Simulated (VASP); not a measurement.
# Tm (Fm-3m) in VASP: notebook

One crystal, Tm, is run at these levels: PBEsol; tasks: single point.

All numbers are computed with VASP 6.6.1; they aren't measurements. Logs are shortened: lines on timing, memory, paths and dates and some standing lists are left out, and cuts for length are marked.

### 1 The structure

The structure is cubic, space group Fm-3m (No. 225). Conventional cell: a = 4.936 Å, b = 4.936 Å, c = 4.936 Å, α = 90.00°, β = 90.00°, γ = 90.00°. Tm (site symmetry m-3m) has 12 Tm at 3.49 Å as nearest neighbours.

This isn't the form of Tm at room conditions, which is hcp.

### 2 Single point, PBEsol, collinear spin, ferromagnetic start

Contents of INCAR:

```
ADDGRID = False
ALGO = Normal
EDIFF = 1E-6
ENCUT = 450
GGA = PS
ISIF = 2
ISMEAR = 1
ISPIN = 2
LASPH = True
LCHARG = False
LMAXMIX = 6
LORBIT = 11
LREAL = False
LWAVE = False
MAGMOM = 2
NBANDS = 22
NELM = 100
PREC = Accurate
SIGMA = 0.02
```

Contents of KPOINTS:

```
k-points
0
Gamma
  10 10 10
```

Contents of POSCAR:

```
Tm
1.0
    0.0000000000      2.4680255249      2.4680255249
    2.4680255249      0.0000000000      2.4680255249
    2.4680255249      2.4680255249      0.0000000000
Tm
1
Direct
    0.0000000000      0.0000000000      0.0000000000
```

Potentials or basis: VASP PAW PBE potentials, release 64 (Tm).

Launch:

```console
$ cat potpaw_PBE.64/Tm/POTCAR > POTCAR
$ mpirun -np 1 vasp_std > vasp.out
```

OUTCAR:

```text
EDIFF = 1E-6
   ENCUT = 450
   GGA = PS
   ISIF = 2
   ISMEAR = 1
   ISPIN = 2
   LASPH = True
   LORBIT = 11
   LREAL = False
   NELM = 100
   PREC = Accurate

 Found     47 irreducible k-points:

 Following reciprocal coordinates:
            Coordinates               Weight
  0.000000  0.000000  0.000000      1.000000
  0.100000  0.000000  0.000000      8.000000
  0.200000  0.000000  0.000000      8.000000
  0.300000  0.000000  0.000000      8.000000
  0.400000  0.000000  0.000000      8.000000
  0.500000  0.000000  0.000000      4.000000
   k-points           NKPTS =     47   k-points in BZ     NKDIM =     47   number of bands    NBANDS=     22
   number of dos      NEDOS =    301   number of ions     NIONS =      1
   total plane-waves  NPLWV =  13824
   dimension x,y,z NGX =    24 NGY =   24 NGZ =   24
   dimension x,y,z NGXF=    48 NGYF=   48 NGZF=   48
   ions per type =               1
   NGX,Y,Z   is equivalent  to a cutoff of  11.43, 11.43, 11.43 a.u.
   NGXF,Y,Z  is equivalent  to a cutoff of  22.86, 22.86, 22.86 a.u.
 SYSTEM =  unknown system
   PREC   = accura    normal or accurate (medium, high low for compatibility)
   ISTART =      0    job   : 0-new  1-cont  2-samecut
   ICHARG =      2    charge: 1-file 2-atom 10-const
   ISPIN  =      2    spin polarized calculation?
   LNONCOLLINEAR =      F non collinear calculations
   LSORBIT =      F    spin-orbit coupling
   LASPH  =      T    aspherical Exc in radial PAW
   ENCUT  =  450.0 eV  33.07 Ry    5.75 a.u.   6.04  6.04  6.04*2*pi/ulx,y,z
   NELM   =    100;   NELMIN=  2; NELMDL= -5     # of ELM steps
   EDIFF  = 0.1E-05   stopping-criterion for ELM
   LREAL  =      F    real-space projection
   EDIFFG = 0.1E-04   stopping-criterion for IOM
   NSW    =      0    number of steps for IOM
   IBRION =     -1    ionic relax: 0-MD 1-quasi-New 2-CG
   NFREE  =      0    steps in history (QN), initial steepest desc. (CG)
   ISIF   =      2    stress and relaxation
   ISYM   =      2    0-nonsym 1-usesym 2-fastsym
   POTIM  = 0.5000    time-step for ionic-motion
   TEBEG  =    0.0;   TEEND  =   0.0 temperature during run
   PSTRESS=    0.0 pullay stress
   NELECT =      23.0000    total number of electrons
   NUPDOWN=      -1.0000    fix difference up-down
   EMIN   =  10.00;   EMAX   =-10.00  energy-range for DOS
   EFERMI =   0.00;   METHOD = LEGACY
   ISMEAR =     1;   SIGMA  =   0.02  broadening in eV -4-tet -1-fermi 0-gaus
   EFERMI_NEDOS =   21; number of points for ismear=-14 and -15
   IALGO  =     38    algorithm
   IMIX   =      4    mixing-type and parameters
     AMIX     =   0.40;   BMIX     =  1.00
     AMIX_MAG =   1.60;   BMIX_MAG =  1.00
  volume/ion in A,a.u.               =      30.07       202.90
  Fermi-wavevector in a.u.,A,eV,Ry     =   1.497239  2.829371 30.500515  2.241725
  Thomas-Fermi vector in A             =   2.609152
   LORBIT       =     11    0 simple, 1 ext, 2 COOP (PROOUT), +10 PAW based schemes
   GGA     = PS    functional components
   LHFCALC =     F    Hartree Fock is set to
   AEXX    =    0.0000 exact exchange contribution
   IVDW    =     0    specifies the selected vdW correction
   LEPSILON=     F    determine dielectric tensor
   LRPA    =     F    only Hartree local field effects (RPA)
 spin polarized calculation
 Methfessel and Paxton  Order N= 1 SIGMA  =   0.02
  energy-cutoff  :      450.00
  volume of cell :       30.07
 maximum number of plane-waves:       666
   NGX = 13   NGY = 13   NGZ = 13

 number of electron      23.0000008 magnetization       1.0557520

 Free energy of the ion-electron system (eV)
  ---------------------------------------------------
  ext. energy  EPLUGINS =         0.00000000
  ---------------------------------------------------
  free energy    TOTEN  =        -4.31503505 eV

  energy without entropy =       -4.31480861  energy(sigma->0) =       -4.31495957

 E-fermi :   2.0980     XC(G=0): -10.4219

 val. band max:        2.0975853838   @ k =  -0.4000   0.4000   0.0000
 cond. band min:       2.0991679377   @ k =  -0.4000   0.1000   0.0000
 fundamental gap:      0.0015825540
 Fermi energy:         2.0980448980

 spin component 1

 k-point     1 :       0.0000    0.0000    0.0000
  band No.  band energies     occupation
      1     -48.2225      1.00000
      2     -21.1298      1.00000
      3     -21.1298      1.00000
      4     -21.1298      1.00000
      5      -3.1269      1.00000
      6       0.5236      1.00000
[... 14 lines left out ...]
     21      15.9111      0.00000
     22      17.9939      0.00000

 k-point     2 :       0.1000    0.0000    0.0000
  band No.  band energies     occupation
      1     -48.2184      1.00000
      2     -21.1957      1.00000
      3     -21.1380      1.00000
      4     -21.1380      1.00000
      5      -2.8444      1.00000
      6       0.5292      1.00000
[... 14 lines left out ...]
     21      16.5024      0.00000
     22      19.5719      0.00000

 k-point     3 :       0.2000    0.0000    0.0000
  band No.  band energies     occupation
      1     -48.2074      1.00000
      2     -21.3637      1.00000
      3     -21.1594      1.00000
      4     -21.1594      1.00000
      5      -2.0655      1.00000
      6       0.5481      1.00000
[... 14 lines left out ...]
     21      18.0350      0.00000
     22      19.4854      0.00000

 k-point     4 :       0.3000    0.0000    0.0000
  band No.  band energies     occupation
      1     -48.1939      1.00000
      2     -21.5634      1.00000
      3     -21.1857      1.00000
      4     -21.1857      1.00000
      5      -1.0108      1.00000
      6       0.5829      1.00000
[... 14 lines left out ...]
     21      19.0748      0.00000
     22      19.0748      0.00000

 k-point     5 :       0.4000    0.0000    0.0000
  band No.  band energies     occupation
      1     -48.1829      1.00000
      2     -21.7195      1.00000
      3     -21.2067      1.00000
      4     -21.2067      1.00000
      5      -0.0941      1.00000
      6       0.6231      1.00000
[... 14 lines left out ...]
     21      17.1108      0.00000
     22      21.4674      0.00000

 k-point     6 :       0.5000    0.0000    0.0000
  band No.  band energies     occupation
      1     -48.1787      1.00000
      2     -21.7780      1.00000
      3     -21.2149      1.00000
      4     -21.2149      1.00000
      5       0.2523      1.00000
      6       0.6350      1.00000
[... 14 lines left out ...]
     21      16.1874      0.00000
     22      23.6305      0.00000

 [... further k-points ...]

 spin component 2

 k-point     1 :       0.0000    0.0000    0.0000
  band No.  band energies     occupation
      1     -47.7071      1.00000
      2     -20.7886      1.00000
      3     -20.7886      1.00000
      4     -20.7886      1.00000
      5      -3.3204      1.00000
      6       1.9016      1.00000
[... 14 lines left out ...]
     21      15.8214      0.00000
     22      17.7913      0.00000

 k-point     2 :       0.1000    0.0000    0.0000
  band No.  band energies     occupation
      1     -47.7027      1.00000
      2     -20.8587      1.00000
      3     -20.7973      1.00000
      4     -20.7973      1.00000
      5      -3.0345      1.00000
      6       1.8798      1.00000
[... 14 lines left out ...]
     21      16.4208      0.00000
     22      19.3989      0.00000

 k-point     3 :       0.2000    0.0000    0.0000
  band No.  band energies     occupation
      1     -47.6911      1.00000
      2     -21.0372      1.00000
      3     -20.8199      1.00000
      4     -20.8199      1.00000
      5      -2.2484      1.00000
      6       1.8315      1.00000
[... 14 lines left out ...]
     21      17.9732      0.00000
     22      19.3604      0.00000

 k-point     4 :       0.3000    0.0000    0.0000
  band No.  band energies     occupation
      1     -47.6767      1.00000
      2     -21.2487      1.00000
      3     -20.8476      1.00000
      4     -20.8476      1.00000
      5      -1.1909      1.00000
      6       1.7848      1.00000
[... 14 lines left out ...]
     21      19.0041      0.00000
     22      19.0041      0.00000

 k-point     5 :       0.4000    0.0000    0.0000
  band No.  band energies     occupation
      1     -47.6650      1.00000
      2     -21.4136      1.00000
      3     -20.8697      1.00000
      4     -20.8697      1.00000
      5      -0.2829      1.00000
      6       1.7544      1.00000
[... 14 lines left out ...]
     21      16.9799      0.00000
     22      21.2070      0.00000

 k-point     6 :       0.5000    0.0000    0.0000
  band No.  band energies     occupation
      1     -47.6605      1.00000
      2     -21.4754      1.00000
      3     -20.8784      1.00000
      4     -20.8784      1.00000
      5       0.0525      1.00000
      6       1.7439      1.00000
[... 14 lines left out ...]
     21      16.0289      0.00000
     22      23.3825      0.00000

 [... further k-points ...]

------------------------ aborting loop because EDIFF is reached ----------------------------------------

  FORCE on cell =-STRESS in cart. coord.  units (eV):
  Direction    XX          YY          ZZ          XY          YZ          ZX
  --------------------------------------------------------------------------------------
  -------------------------------------------------------------------------------------
  Total       -0.0139692     -0.0139692     -0.0139692      0.0000000      0.0000000     -0.0000000
  in kB       -0.7443951     -0.7443951     -0.7443951      0.0000000      0.0000000     -0.0000000
  external PRESSURE =      -0.7443951 kB  Pullay stress =       0.0000000 kB

 VOLUME and BASIS-vectors are now :
 -----------------------------------------------------------------------------
  energy-cutoff  :      450.00
  volume of cell :       30.07
      direct lattice vectors                 reciprocal lattice vectors
     0.000000000  2.468025525  2.468025525    -0.202591098  0.202591098  0.202591098
     2.468025525  0.000000000  2.468025525     0.202591098 -0.202591098  0.202591098
     2.468025525  2.468025525  0.000000000     0.202591098  0.202591098 -0.202591098

 POSITION                                       TOTAL-FORCE (eV/Angst)
 -----------------------------------------------------------------------------------
      0.00000      0.00000      0.00000        -0.000000      0.000000     -0.000000
 -----------------------------------------------------------------------------------
    total drift:                               -0.000000      0.000000      0.000000

  FREE ENERGIE OF THE ION-ELECTRON SYSTEM (eV)
  ---------------------------------------------------
  free  energy   TOTEN  =        -4.3150350520 eV

  energy  without entropy=       -4.3148086096  energy(sigma->0) =       -4.31495957

 total charge

# of ion       s       p       d       f       tot
--------------------------------------------------
    1        2.223   5.934   0.410  12.503  21.070

 magnetization (x)

# of ion       s       p       d       f       tot
--------------------------------------------------
    1        0.003  -0.035  -0.063   1.281   1.186
```

Run time: 96 s. Hardware: 1 thread of Intel Xeon Platinum 8375C at 2.90GHz (Ice Lake), shared host; peak memory 0.18 GiB.

The run converged, but some of its settings lie outside the range that counts as converged, so its numbers aren't taken as properties of the crystal.

What came out:

```
Free energy                                           : -4.3150 eV
Pressure                                              : -0.1 GPa
Band gap on the k mesh                                : none (metal or under the smearing width)
Net moment                                            : 1.06 μB per cell
Site moments                                          : Tm +1.19 μB
Valence electrons inside the program's atomic spheres : Tm 21.07
```

Caveat: the magnetic or orbital state may not be the lowest; the PAW data sets were made with another functional, which shifts forces and pressure a little; spin-orbit coupling is left out, which moves the levels of the heavy elements.

### 3 Single point, PBEsol, collinear spin, ferromagnetic start

INCAR, as its differences from that of step 2:

```diff
@@ -6,3 +6,3 @@
 ISIF = 2
-ISMEAR = 1
+ISMEAR = -5
 ISPIN = 2
@@ -18,2 +18,2 @@
 PREC = Accurate
-SIGMA = 0.02
+SIGMA = 0.2
```

KPOINTS is that of step 2.

POSCAR is that of step 2.

Potentials or basis: VASP PAW PBE potentials, release 64 (Tm).

Launch:

```console
$ cat potpaw_PBE.64/Tm/POTCAR > POTCAR
$ mpirun -np 1 vasp_std > vasp.out
```

Wall time 2 min (1 thread of Intel Xeon Platinum 8375C at 2.90GHz (Ice Lake), shared host); peak memory 0.18 GiB.

These settings aren't checked as converged: the numbers below hold their error.

Results:

* Free energy: -4.3153 eV
* Pressure: 0.6 GPa
* Band gap on the k mesh: none (metal or under the smearing width)
* Net moment: 1.02 μB per cell
* Site moments: Tm +1.17 μB
* Valence electrons inside the program's atomic spheres: Tm 21.07

Caveat: the magnetic or orbital state may not be the lowest; the PAW data sets were made with another functional, which shifts forces and pressure a little; spin-orbit coupling is left out, which moves the levels of the heavy elements; tetrahedron occupations give inexact forces and stress in metals.

### 4 Single point, PBEsol, collinear spin, ferromagnetic start

INCAR, as its differences from that of step 3:

```diff
@@ -6,3 +6,3 @@
 ISIF = 2
-ISMEAR = -5
+ISMEAR = 0
 ISPIN = 2
```

KPOINTS is that of step 3.

POSCAR is that of step 3.

Launch:

```console
$ cat potpaw_PBE.64/Tm/POTCAR > POTCAR
$ mpirun -np 1 vasp_std > vasp.out
```

It took 88 s on 1 thread of Intel Xeon Platinum 8375C at 2.90GHz (Ice Lake), shared host; peak memory 0.18 GiB.

The run converged, but some of its settings lie outside the range that counts as converged, so its numbers aren't taken as properties of the crystal.

Results:

- Free energy: -4.4221 eV
- Pressure: 0.6 GPa
- Band gap on the k mesh: none (metal or under the smearing width)
- Net moment: 1.08 μB per cell
- Site moments: Tm +1.19 μB
- Valence electrons inside the program's atomic spheres: Tm 21.07

Caveat: the magnetic or orbital state may not be the lowest; the PAW data sets were made with another functional, which shifts forces and pressure a little; spin-orbit coupling is left out, which moves the levels of the heavy elements.
